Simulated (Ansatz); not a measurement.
**ScAl3 (Pm-3m), a vibration from a frozen displacement**

Method: Ansatz, DFT PBE, scalar-relativistic, plane waves, PAW. Settings: plane waves to 420 eV, k-mesh 12×12×12 (Γ-centred), Gaussian smearing 0.15 eV. No spin polarisation. Energies are free energies at this smearing, counted from the undisturbed cell; pressure is positive in compression.

Reference structure (relaxed at this level; it needn't be the usual structure):

```
Sc Al
1.0
     4.10533    0.00000    0.00000
     0.00000    4.10533    0.00000
     0.00000    0.00000    4.10533
Sc Al
1 3
Direct
  0.00000 0.00000 0.00000
  0.50000 0.00000 0.50000
  0.00000 0.50000 0.50000
  0.50000 0.50000 0.00000
```

Every Al atom is moved by x along the Cartesian unit vector (0.707, 0.707, 0.000); the cell and all other atoms stay fixed. The cell's volume is 69.19 Å³; the moved atoms weigh 80.945 u together and the others 44.956 u. Some rows repeat others by symmetry and weren't run.

```
  x (Å)  ΔE (meV/cell) total force on the moved atoms along the move (eV/Å) pressure (GPa)
-0.3000         431.07                                                2.9435          2.2804
-0.2625         328.17                                                2.5466          1.7556
-0.2250         239.92                                                2.1616          1.3008
-0.1875         165.92                                                1.7864          0.9160
-0.1500         105.83                                                1.4196          0.6013
-0.1125          59.37                                                1.0592          0.3566
-0.0750          26.34                                                0.7034          0.1818
-0.0375           6.58                                                0.3510          0.0770
 0.0000           0.00                                                0.0000          0.0420
 0.0375           6.58                                               -0.3510          0.0770
 0.0750          26.34                                               -0.7034          0.1818
 0.1125          59.37                                               -1.0592          0.3566
 0.1500         105.83                                               -1.4196          0.6013
 0.1875         165.92                                               -1.7864          0.9160
 0.2250         239.92                                               -2.1616          1.3008
 0.2625         328.17                                               -2.5466          1.7556
 0.3000         431.07                                               -2.9435          2.2804
```

**Question.** What frequency belongs to this motion?

**Answer.** The force constant is k = −dF/dx = 9.360 eV/Å², from the parabola through x = -0.0375, 0 and 0.0375. In every cell the moved atoms swing against the rest, so the mass is μ = m₁m₂/(m₁ + m₂) = 28.903 u, and ν̃ = 521.5 cm⁻¹ × √(|k|/μ) = 297 cm⁻¹. The pattern needn't be a normal mode: ν̃² is then a weighted mean of the squared nonzero frequencies at the zone centre of this cell, so it lies between the lowest and the highest of them.

**Question.** How far does the harmonic law reach?

**Answer.** At x = -0.300 Å, kx²/2 = 421.21 meV against the computed 431.07 meV (+2.3 %): the well is still close to harmonic there.

**Question.** The pressure changes with x². What does that say about the frequency under compression?

**Answer.** With E = k(V)x²/2, k ∝ V^(−2γ) and x scaling with the cell as V^(1/3), P − P0 = −∂E/∂V = (2γ − 2/3) ΔE/V. At x = 0.0750 Å, V(P − P0) = 69.19 × 0.13978 / 160.2 eV = 60.36 meV and ΔE = 26.34 meV, so γ = 1/3 + V(P − P0)/(2ΔE) = 1.48. This is the Grüneisen parameter of the motion under uniform scaling of the cell: shrinking the cell evenly by 1 % in volume raises the frequency by about 1.48 %.

In a metal these slopes depend on the k mesh and the smearing.

The aluminium sublattice sits in a stable, slightly hardening well against scandium. Because all Al atoms move together, no Al–Al distance changes, so the force constant of 9.360 eV/Å² measures how firmly scandium is held in its aluminium cage. Hybridisation between Sc 3d and Al 3p states probably contributes much of that stiffness, while the conduction electrons screen the long-range field that would split such a polar mode in an insulator.

Inversion symmetry makes the well even in x. The move drives some Sc–Al contacts together and pulls the opposite ones apart, and short-range repulsion grows faster on the compressed side than the attraction weakens on the other. This asymmetry plausibly accounts for both the mild hardening and the positive Grüneisen parameter of 1.48.

By symmetry the motion mixes only the two polar optical modes at the zone centre, so 297 cm⁻¹ lies between their frequencies. The silent mode, in which the Al atoms move against one another, is not probed, nor is dynamical stability away from the zone centre.
